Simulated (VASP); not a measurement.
# Cu₁₂H: harmonic vibrations of an adsorbate, by atoms left free

Cu₁₂H, slab, 13 atoms in the cell. PBE, harmonic vibrations; PAW potentials Cu, H (PBE set).

| Atoms left free | Zero-point energy (eV) | Vibrational entropy at 298 K (meV/K) | Displaced cells | Ionic steps, all stages | Electronic steps, all stages | Time (s) |
|---|---|---|---|---|---|---|
| the adsorbate | 0.173 | 0.017 | 6 | 28 | 333 | 636 |
| the adsorbate and the three nearest surface atoms | 0.250 | 1.163 | 24 | 46 | 544 | 1199 |
| the adsorbate and the four nearest surface atoms | 0.273 | 1.640 | 30 | 52 | 616 | 1114 |

Limits: the slab is thin and the surface cell small, so the value carries both errors; the zero-point energy and the entropy count all atoms left free, so they grow with their number.

## Input of the first row

INCAR.step1:
```
SYSTEM = Cu12H
ALGO = Normal
EDIFF = 1E-7
EDIFFG = -0.01
ENCUT = 300
IBRION = 2
ISIF = 2
ISMEAR = 1
KPAR = 2
LASPH = .TRUE.
LCHARG = .FALSE.
LREAL = .FALSE.
LWAVE = .FALSE.
NELM = 100
NSW = 100
POTIM = 0.5
PREC = Accurate
SIGMA = 0.1
```

INCAR.step2, as INCAR.step1 but for:
```
- EDIFFG = -0.01
- IBRION = 2
- ISIF = 2
- NSW = 100
- POTIM = 0.5
+ IBRION = 5
+ NFREE = 2
+ NSW = 1
+ POTIM = 0.015
```

KPOINTS:
```
k-points
0
Gamma
  4 4 1
```

POSCAR.step1:
```
Cu12H
1.0
    5.1123820280      0.0000000000      0.0000000000
    2.5561910140      4.4274527101      0.0000000000
    0.0000000000      0.0000000000     19.3442424462
Cu H
12 1
Selective dynamics
Direct
    0.1666666667      0.1666666667      0.3101698098  F F F
    0.6666666667      0.1666666667      0.3101698098  F F F
    0.1666666667      0.6666666667      0.3101698098  F F F
    0.6666666667      0.6666666667      0.3101698098  F F F
   -0.1666666667      0.3333333333      0.4180634752  T T T
    0.3333333333      0.3333333333      0.4180634752  T T T
   -0.1666666667      0.8333333333      0.4180634752  T T T
    0.3333333333      0.8333333333      0.4180634752  T T T
    0.0000000000      0.0000000000      0.5259571407  T T T
    0.5000000000      0.0000000000      0.5259571407  T T T
    0.0000000000      0.5000000000      0.5259571407  T T T
    0.5000000000      0.5000000000      0.5259571407  T T T
    0.1666666667      0.1666666667      0.5617300027  T T T
```

POSCAR.step2:
```
Cu12H
1.0
    5.1123820280      0.0000000000      0.0000000000
    2.5561910140      4.4274527101      0.0000000000
    0.0000000000      0.0000000000     19.3442424462
Cu H
12 1
Selective dynamics
Direct
    0.1666666667      0.1666666667      0.3101698098  F F F
    0.6666666667      0.1666666667      0.3101698098  F F F
    0.1666666667      0.6666666667      0.3101698098  F F F
    0.6666666667      0.6666666667      0.3101698098  F F F
    0.8338683314      0.3330658343      0.4171207211  F F F
    0.3330658343      0.3330658343      0.4171207211  F F F
    0.8333333333      0.8333333333      0.4215653021  F F F
    0.3330658343      0.8338683314      0.4171207211  F F F
    0.0000509257      0.0000509257      0.5275185144  F F F
    0.4998981487      0.0000509257      0.5275185144  F F F
    0.0000509257      0.4998981487      0.5275185144  F F F
    0.5000000000      0.5000000000      0.5224089675  F F F
    0.1666666667      0.1666666667      0.5743868614  T T T
```

Commands (each step's output is kept before the next begins):
```
cat potpaw_PBE.64/Cu/POTCAR potpaw_PBE.64/H/POTCAR > POTCAR
cp INCAR.step1 INCAR
cp POSCAR.step1 POSCAR
mpirun -np 8 vasp_std > vasp.out
# POSCAR: the relaxed cell, only the named atoms free
cp INCAR.step2 INCAR
cp POSCAR.step2 POSCAR
mpirun -np 8 vasp_std > vasp.out
```

VASP 6.6.1 took 636 s on 8 cores (Intel Xeon Platinum 8488C (Sapphire Rapids)), a shared host.
